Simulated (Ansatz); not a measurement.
SrF2 (fluorite), relaxed with HSE06 (Ansatz, a program for electronic structure, plane waves, PAW): a = b = c = 5.811 Å, α = β = γ = 90.00°.

| Item | Result |
|---|---|
| gap (eV) | 8.96 |
| B₀ by P(V) fit (GPa) | 69.5 |

**Question.** The same phase is relaxed and computed with LDA in the same code. What are the cell and these values now?

**Answer.** a = 5.6631 Å, b = 5.6631 Å, c = 5.6631 Å, α = 90.00°, β = 90.00°, γ = 90.00°.

- gap (eV): 6.96
- B₀ by P(V) fit (GPa): 85.3

All cells were relaxed under the symmetry of their starts (and spin orders); stability against distortions was not tested throughout. Spin–orbit coupling is left out wherever it is not named.

Potentials: the later of the program's two PAW sets.

Ansatz is a plane-wave DFT program.
